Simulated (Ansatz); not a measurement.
# 2H-WSe2 bilayer (2H stacking) in a perpendicular field

What dipole does a perpendicular field induce in the 2H-WSe2 bilayer (2H stacking), and does the gap follow? A positive field points along +c.

Method: plane-wave DFT, PBE-D3(BJ), Ansatz PAW, in Ansatz 0.2.0.

This is a report of a sequence of runs, with most program output left out.

## (1) Starting point

The cell holds 6 atoms: 4 Se and 2 W. Its edges and angles: a = 3.320 Å, b = 3.320 Å, c = 52.181 Å, α = 90.0°, β = 90.0°, γ = 120.0°. Regions: layer 1: 2H-WSe2, 3 atoms (2 Se and 1 W); layer 2: 2H-WSe2, 3 atoms (2 Se and 1 W). Vacuum lies along c.

## (2) Relaxing the slab

The starting cell is a guess, so the in-plane lattice and the atoms are relaxed first, with the slab cut off from its images along the normal.

input.yaml reads:

```yaml
crystal:
  lattice:
    - [3.32, 0.0, 0.0]
    - [-1.66, 2.8752043406, 0.0]
    - [0.0, 0.0, 52.180695867]
  atoms:
    - { symbol: Se, position: [0.3333333333, 0.6666666667, 0.3986148451] }
    - { symbol: W, position: [0.0, 0.0, 0.4344551867] }
    - { symbol: Se, position: [0.3333333333, 0.6666666667, 0.4702955284] }
    - { symbol: Se, position: [0.0, 0.0, 0.5297044716] }
    - { symbol: W, position: [0.3333333333, 0.6666666667, 0.5655448133] }
    - { symbol: Se, position: [0.0, 0.0, 0.6013851549] }
  periodic: [true, true, false]
kpoints:
  mp_grid: { grid: [12, 12, 1] }
hamiltonian:
  xc: pbe
  dispersion: d3bj
scf:
  occupations: { method: fermi_dirac, width: 0.05 }
  convergence: { dr2_threshold: 1.0e-09 }
relax:
  f_tol: 0.004
  max_steps: 90
  cell: {}
output:
  write_potential: true
  write_density: true
  volumetric_format: npy
```

Started as:

```console
$ ansatz run input.yaml --threads 4 --pin off --max-ram 8192MiB --backend cpu --events-out ev --progress --plain --runs-dir out
```

The job ended after 79 s (4 threads of Intel Xeon at 2.70GHz, shared host; peak memory 1.3 GiB).

Step by step:

```csv
step,energy less that of the first step (eV),largest force component (eV/Å),volume (Å³)
1,0.0000,2.6304,498.10
2,-1.1350,0.1297,489.91
3,-1.1734,0.0375,484.29
4,-1.1728,0.0307,487.95
5,-1.1755,0.0072,486.69
6,-1.1755,0.0142,486.85
7,-1.1756,0.0012,486.84
8*,-1.1751,0.0011,486.84
```

Relaxation steps marked * repeat the geometry before them on a plane-wave basis chosen anew for their cell, so energy and pressure can jump there. Relaxation step 4 was tried and not accepted.

Forces are held to the 12 operations that the run works with; a distortion that breaks them can't arise in this run.

```csv
cell as run,before,after,change
a (Å),3.320,3.282,-1.1 %
b (Å),3.320,3.282,-1.1 %
```

The atoms that moved most (Å, along periodic axes as changes of fractional coordinates times the final cell, across vacuum about the mean position):

```csv
atom,dx,dy,dz,length
Se6,0.000,0.000,-0.404,0.404
Se1,0.000,0.000,0.404,0.404
W5,0.000,0.000,-0.219,0.219
W2,0.000,0.000,0.219,0.219
Se3,0.000,0.000,0.033,0.033
Se4,0.000,0.000,-0.033,0.033
```

Final coordinates:

```cif
data_structure
_symmetry_space_group_name_H-M 'P 1'
_symmetry_Int_Tables_number 1
_cell_length_a 3.2823
_cell_length_b 3.2823
_cell_length_c 52.1807
_cell_angle_alpha 90.000
_cell_angle_beta 90.000
_cell_angle_gamma 120.000
_cell_volume 486.84
loop_
_atom_site_label
_atom_site_type_symbol
_atom_site_fract_x
_atom_site_fract_y
_atom_site_fract_z
_atom_site_occupancy
Se1 Se 0.33333 0.66667 0.40636 1
W2 W 0.00000 0.00000 0.43866 1
Se3 Se 0.33333 0.66667 0.47094 1
Se4 Se 0.00000 0.00000 0.52906 1
W5 W 0.33333 0.66667 0.56134 1
Se6 Se 0.00000 0.00000 0.59364 1
```

The lattice constant a goes from 3.320 to 3.282 Å.

## (3) Atoms held, field 0, start network

A sawtooth potential applies the field, turning back in the middle of the vacuum. With the dipole correction the typed value is the field outside the slab. The induced dipole is small, so the SCF threshold is tight.

The cell differs from the one that the last finished run ended in (c 52.181 → 27.772 Å).

input.yaml reads:

```yaml
crystal:
  lattice:
    - [3.2822667302, 0.0, 0.0]
    - [-1.6411333651, 2.8425263704, 0.0]
    - [0.0, 0.0, 27.7720183185]
  atoms:
    - { symbol: Se, position: [0.3333333333, 0.6666666667, 0.3240671923] }
    - { symbol: W, position: [0.0, 0.0, 0.3847428736] }
    - { symbol: Se, position: [0.3333333333, 0.6666666667, 0.4453928943] }
    - { symbol: Se, position: [0.0, 0.0, 0.5546071057] }
    - { symbol: W, position: [0.3333333333, 0.6666666667, 0.6152571264] }
    - { symbol: Se, position: [0.0, 0.0, 0.6759328077] }
kpoints:
  mp_grid: { grid: [18, 18, 1] }
  band_path:
    path: [[0, 0, 0], [0.5, 0, 0], [0.33333333, 0.33333333, 0], [0, 0, 0]]
    npoints: 16
hamiltonian:
  xc: pbe
  dispersion: d3bj
scf:
  occupations: { method: fermi_dirac, width: 0.02585 }
  convergence: { dr2_threshold: 1.0e-10 }
efield:
  axis: 3
  dipole_correction: true
  ramp_position: 0.97
  ramp_width: 0.06
  amplitude: 0
output:
  dos: { projected: true, e_range: [-6, 5] }
  write_potential: true
  write_density: true
  volumetric_format: npy
  elf: true
```

Wall time 25 s (4 threads); peak memory 1 GiB; 94 s of CPU time.

This step gave:

```
gap on the k-mesh                  : 1.284 eV
dipole along the normal            : 2.37e-6 e·Å
gap along the path                 : 1.276 eV
smallest direct gap along the path : 1.625 eV
ionisation energy, upper face      : 4.922 eV
electron affinity, upper face      : 3.646 eV
gap, the smaller of path and mesh  : 1.276 eV
```

Running mean over a fixed 2.7 Å (it still follows the layers) of the planar mean; the ramp of the sawtooth is left out. Table of electron's electrostatic potential energy less the Fermi level by z:

```csv
z (Å),electron's electrostatic potential energy less the Fermi level (eV)
3.5,4.30
4.0,4.30
4.5,4.30
5.0,4.30
5.5,4.29
6.0,4.25
6.5,4.07
7.0,3.27
7.5,1.65
8.0,-0.183
8.5,-2.12
9.0,-4.76
9.5,-8.14
10.0,-9.91
10.5,-10.2
11.0,-10.1
11.5,-9.67
12.0,-7.35
12.5,-4.02
13.0,-1.90
13.5,-1.00
14.0,-0.893
14.5,-1.26
15.0,-2.69
15.5,-5.46
16.0,-8.69
16.5,-10.0
17.0,-10.2
17.5,-10.1
18.0,-9.38
18.5,-6.64
19.0,-3.39
19.5,-1.22
20.0,0.664
20.5,2.43
21.0,3.77
21.5,4.18
22.0,4.27
22.5,4.29
23.0,4.30
23.5,4.30
24.0,4.30
24.5,4.30
```

The density of states has structure finer than the step of the table below, so its rows give means over 0.2 eV, whole bins alone (the curve runs from -6 to 2.63 eV). Peaks (eV: height): -5.15: 10.5, -4.73: 11.0, -3.08: 12.8, -2.88: 10.9, 1.61: 10.3, 1.72: 12.5, 1.86: 12.2.

The density of states by energy, zero at the Fermi level of the run, which the smearing sets inside the gap; means over each step:

```csv
energy (eV),density of states (states/eV a cell)
-5.8,4.49
-5.6,2.92
-5.4,2.11
-5.2,5.76
-5.0,4.42
-4.8,7.49
-4.6,2.28
-4.4,3.27
-4.2,4.09
-4.0,5.90
-3.8,6.09
-3.6,4.05
-3.4,3.11
-3.2,3.99
-3.0,7.50
-2.8,7.98
-2.6,6.74
-2.4,5.11
-2.2,5.13
-2.0,3.42
-1.8,3.78
-1.6,6.33
-1.4,5.76
-1.2,2.93
-1.0,1.79
-0.8,0.825
-0.6,0.117
-0.4,0
-0.2,0
0.0,0
0.2,0
0.4,0
0.6,0.177
0.8,1.58
1.0,2.80
1.2,4.14
1.4,5.35
1.6,8.04
1.8,10.2
2.0,8.88
2.2,5.93
2.4,5.11
```

Projected DOS per atom over height of the atomic layer and energy from the Fermi level. Layers: Se W Se Se W Se from below.

Ten even steps from '0' (0.00 states/eV) to '9' (2.85 states/eV), each cell a mean:
```
141141
292292
292292
151151
020020
000000
000000
000000
000000
020020
261162
221122
222222
434434
333333
121121
333333
222222
222222
333333
111111
222222
```
Columns: height of the atomic layer (Å) from 9 to 18.8 (not evenly spaced); rows upwards: energy from the Fermi level (eV) from -5.96 to 2.59.

Electronic bands along the path, in eV, zero at the Fermi level of the run, which the smearing sets inside the gap:

```csv
point,band 43,band 44,band 45,band 46,band 47,band 48,band 49,band 50
Γ,-1.91,-1.91,-1.36,-0.62,2.19,2.19,2.24,2.24
halfway,-2.27,-2.26,-1.77,-1.70,0.99,1.42,1.58,1.73
M,-1.84,-1.76,-1.72,-1.56,1.72,1.74,1.95,2.15
halfway,-3.11,-2.86,-1.23,-1.06,1.45,1.52,2.15,2.32
K,-3.13,-3.13,-0.85,-0.70,0.92,0.92,1.65,2.32
halfway,-2.14,-2.06,-1.58,-1.55,0.66,1.14,1.64,1.73
Γ,-1.91,-1.91,-1.36,-0.62,2.19,2.19,2.24,2.24
```

Valence density in the ca plane at fractional y = 0.667, with atoms of Se and W within 0.2 Å of it. It is the smooth field of the valence electrons, not physical close to the nuclei.

Ten steps, logarithmic in the rise over the least value, from '0' (0 e/Å³) to '9' (30 e/Å³), each cell a mean:
```
00000000000000000001111222111100000112211111
00000000000000000000111222111000000112211111
00000000000000000011111122111110000011111111
00000000000000000123322111123321000011112343
00000000000000000246742111236752100000124565
00000000000000001259962111248973100000125666
00000000000000001258852111237973100000124665
00000000000000000134432111124532100001113454
00000000000000000012221111112211000011111222
```
Columns run along c (16.0 Å, from fractional 0.07 to 0.64 of the cell), rows up along a (3.3 Å). Atoms in or near the plane, at fractional coordinates: Se at (0.32, 0.33), Se at (0.45, 0.33), W at (0.62, 0.33).

ELF in the ca plane at fractional y = 0.667, with atoms of Se and W within 0.2 Å of it. It is the smooth field of the valence electrons, not physical close to the nuclei.

Values, 5 rows by 16 columns, each cell a mean:
```
0.00 0.00 0.00 0.00 0.00 0.02 0.15 0.29 0.23 0.23 0.29 0.12 0.34 0.71 0.55 0.33
0.00 0.00 0.00 0.00 0.01 0.17 0.51 0.59 0.29 0.29 0.59 0.42 0.23 0.63 0.45 0.28
0.00 0.00 0.00 0.00 0.07 0.57 0.83 0.58 0.44 0.45 0.58 0.80 0.14 0.25 0.38 0.58
0.00 0.00 0.00 0.00 0.09 0.64 0.83 0.42 0.44 0.45 0.42 0.81 0.16 0.18 0.42 0.48
0.00 0.00 0.00 0.00 0.03 0.33 0.72 0.71 0.37 0.38 0.71 0.63 0.16 0.50 0.39 0.40
```
Columns run along c (16.0 Å, from fractional 0.07 to 0.64 of the cell), rows up along a (3.3 Å). Atoms in or near the plane, at fractional coordinates: Se at (0.32, 0.33), Se at (0.45, 0.33), W at (0.62, 0.33).

Electrostatic potential energy in the ca plane at fractional y = 0.667, with atoms of Se and W within 0.2 Å of it. With pseudopotentials it is smooth inside the atoms' cores, unlike the true potential.

Ten even steps from '0' (-38 eV) to '9' (8 eV), each cell a mean:
```
99999999999999999999988655789999999876788888
99999999999999999999988655789999999876688888
99999999999999999998888766788889999987788777
99999999999999999865568888875568999998886323
99999999999999999755646888755655899999872000
99999999999999999657755898746765899999860000
99999999999999999656655898746765899999861000
99999999999999999854457888854556999999874101
99999999999999999987778777887678999988887656
```
Columns run along c (16.0 Å, from fractional 0.07 to 0.64 of the cell; values clipped at the 3rd and 97th percentile), rows up along a (3.3 Å). Atoms in or near the plane, at fractional coordinates: Se at (0.32, 0.33), Se at (0.45, 0.33), W at (0.62, 0.33).

The gap is 1.28 eV, with the valence edge 4.92 eV and the conduction edge 3.65 eV under the upper vacuum level. Spin-orbit coupling, left out in this run, matters for the bands of elements this heavy.

## (4) Atoms held, field 0.05 V/Å

input.yaml: that of step 3 with these lines changed.

```diff
@@ -28,5 +28,4 @@
   ramp_width: 0.06
-  amplitude: 0
+  amplitude: 0.05
 output:
-  dos: { projected: true, e_range: [-6, 5] }
   write_potential: true
@@ -34,2 +33 @@
   volumetric_format: npy
-  elf: true
```

It took 27 s on 4 threads; peak memory 0.97 GiB.

The dipole is 0.0289 e·Å, and the gap 1.274 eV.

## (5) Single point, field -0.05 V/Å

input.yaml: that of step 4 with these lines changed.

```diff
@@ -28,3 +28,3 @@
   ramp_width: 0.06
-  amplitude: 0.05
+  amplitude: -0.05
 output:
```

Elapsed: 26 s, on 4 threads; peak memory 0.97 GiB; 98 s of CPU time.

The dipole is -0.0289 e·Å, and the gap 1.274 eV.

## (6) Atoms held, field 0.1 V/Å

input.yaml: that of step 5 with these lines changed.

```diff
@@ -26,5 +26,5 @@
   dipole_correction: true
-  ramp_position: 0.97
-  ramp_width: 0.06
-  amplitude: -0.05
+  ramp_position: 0.9604
+  ramp_width: 0.0792
+  amplitude: 0.1
 output:
```

Elapsed: 31 s, on 4 threads; peak memory 0.97 GiB.

The dipole is 0.0578 e·Å, and the gap 1.271 eV.

## (7) Single point, field -0.1 V/Å

input.yaml: that of step 6 with these lines changed.

```diff
@@ -28,3 +28,3 @@
   ramp_width: 0.0792
-  amplitude: 0.1
+  amplitude: -0.1
 output:
```

It took 28 s on 4 threads; peak memory 0.98 GiB; 1.8 min of CPU time.

The dipole is -0.0578 e·Å, and the gap 1.271 eV.

## (8) Atoms held, field 0.2 V/Å

input.yaml: that of step 7 with these lines changed.

```diff
@@ -28,3 +28,3 @@
   ramp_width: 0.0792
-  amplitude: -0.1
+  amplitude: 0.2
 output:
```

Wall time 32 s (4 threads); peak memory 0.98 GiB; 2 min of CPU time.

The dipole is 0.116 e·Å, and the gap 1.257 eV.

## (9) Atoms held, field -0.2 V/Å

input.yaml: that of step 8 with these lines changed.

```diff
@@ -28,3 +28,3 @@
   ramp_width: 0.0792
-  amplitude: 0.2
+  amplitude: -0.2
 output:
```

It took 28 s on 4 threads; peak memory 0.98 GiB.

The dipole is -0.116 e·Å, and the gap 1.257 eV.

## (10) Single point, field 0.3 V/Å

input.yaml: that of step 9 with these lines changed.

```diff
@@ -26,5 +26,5 @@
   dipole_correction: true
-  ramp_position: 0.9604
-  ramp_width: 0.0792
-  amplitude: -0.2
+  ramp_position: 0.9578
+  ramp_width: 0.0844
+  amplitude: 0.3
 output:
```

Run time: 31 s. Hardware: 4 threads; peak memory 0.98 GiB; 2 min of CPU time.

The dipole is 0.174 e·Å, and the gap 1.235 eV.

## (11) Atoms held, field -0.3 V/Å

input.yaml: that of step 10 with these lines changed.

```diff
@@ -28,3 +28,3 @@
   ramp_width: 0.0844
-  amplitude: 0.3
+  amplitude: -0.3
 output:
```

It took 28 s on 4 threads; peak memory 0.97 GiB.

The dipole is -0.174 e·Å, and the gap 1.235 eV.

## (12) Single point, field 0.4 V/Å

input.yaml: that of step 11 with these lines changed.

```diff
@@ -26,5 +26,5 @@
   dipole_correction: true
-  ramp_position: 0.9578
-  ramp_width: 0.0844
-  amplitude: -0.3
+  ramp_position: 0.9244
+  ramp_width: 0.1512
+  amplitude: 0.4
 output:
```

Run time: 28 s. Hardware: 4 threads; peak memory 0.98 GiB.

The dipole is 0.231 e·Å, and the gap 1.205 eV.

## (13) Single point, field -0.4 V/Å

input.yaml: that of step 12 with these lines changed.

```diff
@@ -28,3 +28,3 @@
   ramp_width: 0.1512
-  amplitude: 0.4
+  amplitude: -0.4
 output:
```

Run time: 30 s. Hardware: 4 threads; peak memory 0.97 GiB.

The dipole is -0.231 e·Å, and the gap 1.205 eV.

## (14) Response, atoms held

This step: plane-wave DFT, PBE-D3(BJ), Ansatz PAW; response to a field along the normal, atoms held (Ansatz 0.2.0).

The dipoles give the slope, and the difference of two potentials shows where the field is screened.

This step gave:

```yaml
equivalent_conductor_thickness_p_eps_0ae: 11.21 Å
distance_between_the_outer_atoms: 9.772 Å
```

The dipole of the cell by applied field:

```csv
applied field (V/Å),dipole of the cell (e·Å)
-0.400,-0.231
-0.300,-0.174
-0.200,-0.116
-0.100,-0.0578
-0.050,-0.0289
0.000,2.4e-6
0.050,0.0289
0.100,0.0578
0.200,0.116
0.300,0.174
0.400,0.231
```

Local field over the applied field, running mean. From the potentials at -0.05 and 0.05 V/Å; running mean over 2.8 Å. Local field over applied field against z:

```csv
z (Å),local field over applied field
4.5,0.998
5.0,0.994
5.5,0.982
6.0,0.952
6.5,0.885
7.0,0.765
7.5,0.614
8.0,0.451
8.5,0.292
9.0,0.163
9.5,0.0842
10.0,0.0499
10.5,0.0345
11.0,0.0359
11.5,0.0516
12.0,0.0812
12.5,0.136
13.0,0.195
13.5,0.230
14.0,0.237
14.5,0.218
15.0,0.169
15.5,0.109
16.0,0.0649
16.5,0.0433
17.0,0.0330
17.5,0.0398
18.0,0.0619
18.5,0.113
19.0,0.216
19.5,0.362
20.0,0.526
20.5,0.685
21.0,0.826
21.5,0.921
22.0,0.969
22.5,0.989
23.0,0.996
23.5,0.999
```

Electrons, planar mean, per unit field. Table of induced electron density by z:

```csv
z (Å),induced electron density (e/Å³ per V/Å)
4.5,7.6e-6
5.0,2.3e-5
5.5,6.7e-5
6.0,1.9e-4
6.5,5.1e-4
7.0,0.00126
7.5,0.00266
8.0,0.00350
8.5,0.00156
9.0,8.2e-4
9.5,4.4e-4
10.0,-6.4e-4
10.5,-9.0e-5
11.0,2.9e-4
11.5,3.7e-4
12.0,-4.8e-4
12.5,-7.9e-4
13.0,-0.00153
13.5,-0.00156
14.0,5.2e-4
14.5,0.00191
15.0,0.00105
15.5,6.2e-4
16.0,1.4e-4
16.5,-4.4e-4
17.0,-2.3e-4
17.5,4.2e-4
18.0,2.9e-4
18.5,-7.1e-4
19.0,-9.6e-4
19.5,-0.00264
20.0,-0.00339
20.5,-0.00195
21.0,-8.4e-4
21.5,-3.3e-4
22.0,-1.2e-4
22.5,-4.2e-5
23.0,-1.4e-5
23.5,-4.6e-6
```

The smaller of the gaps on the path and on the k-mesh, counted as 0 under 0.03 eV. The gap by applied field:

```csv
applied field (V/Å),gap (eV)
-0.400,1.21
-0.300,1.23
-0.200,1.26
-0.100,1.27
-0.050,1.27
0.000,1.28
0.050,1.27
0.100,1.27
0.200,1.26
0.300,1.23
0.400,1.21
```

By hand: between -0.05 and 0.05 V/Å the dipole changes by 0.05782 e·Å, a slope of 0.5782 e·Å²/V. A perfect conductor of thickness t has p = ε₀AEt, so t = 180.95 × 0.5782 / 9.330 = 11.21 Å (e/ε₀ = 180.95 V·Å, A in Å²).

The induced dipole is that of a conductor 11.21 Å thick.

## (15) Results

| Quantity | Value |
| --- | --- |
| gap without field | 1.28 eV |
| ionisation energy, upper face | 4.92 eV |
| electron affinity, upper face | 3.65 eV |
| equivalent conductor thickness, atoms held | 11.2 Å |

What this shows: The induced dipole equals that of a perfect conductor 11.21 Å thick, while the outer atoms lie 9.77 Å apart; an out-of-plane ε follows only once a thickness t is chosen, by 1 − 1/ε = 11.21 Å / t. The gap goes from 1.28 eV to 1.21 eV at -0.4 V/Å. With the field reversed the gap is 1.21 eV at 0.4 V/Å. Semilocal functionals give gaps that are too small, and excitons are not included. Spin-orbit coupling is left out, which matters for the bands of elements this heavy.

[Logs are printed without paths, hosts, clocks, repeated set-up lines and the standing remarks that a program may print on its own settings, such as how far it seeks lower states.]

[Hosts, paths, dates, database ids (printed as entryN), source tags and the programs' standing remarks are cut or masked in the printed files.]

[Maps of the electrostatic potential energy from Ansatz leave out the sawtooth potential of an applied field or a dipole correction, so their vacuum need not be flat; planar profiles and work functions include it.]
